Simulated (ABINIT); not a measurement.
The system is Ti.

```xyz
2
Lattice="2.9500 0.0000 0.0000 -1.4750 2.5548 0.0000 0.0000 0.0000 4.6800" Properties=species:S:1:pos:R:3 pbc="T T T"
Ti    1.4750    0.8516    3.5100
Ti    0.0000    1.7032    1.1700
```

* Program: ABINIT 10.8.3 (patched build)
* Task: relaxation of cell and atoms
* Functional: PBE
* Dispersion: D3(BJ)
* Potentials or basis: JTH PAW PBE v2.0
* Cutoff: 408 eV
* k mesh: 10 × 10 × 6
* Occupations: fermi-dirac, width 0.05 eV
* Spin: no spin polarisation

At the start: pressure -6.8 GPa; volume 17.64 Å³/atom.

Task: How do energy, volume and symmetry change on relaxing?

Result: Over 7 steps the energy falls by 24.9 meV/atom and the volume is 16.54 Å³/atom (-6.2 %); space group P6_3/mmc (No. 194, to 0.05 Å).

Step by step:
```tsv
step	energy change (eV)	largest force (eV/Å)	pressure (GPa)	volume (Å³)
1	0.0000	0.0000	-6.85	35.27
2	-0.0269	0.0000	-4.77	34.54
3	-0.0497	0.0000	0.31	33.00
4	-0.0497	0.0000	-0.01	33.09
5	-0.0498	0.0000	-0.02	33.09
6	-0.0499	0.0000	-0.02	33.09
7	-0.0499	0.0000	0.00	33.08
```

Final structure:
```
Ti
1.0
     2.89284    0.00000    0.00000
    -1.44642    2.50527    0.00000
     0.00000    0.00000    4.56510
Ti
2
Direct
  0.66667 0.33333 0.75000
  0.33333 0.66667 0.25000
```

Caveat: pairwise dispersion overbinds metals, which lowers pressure and volume.
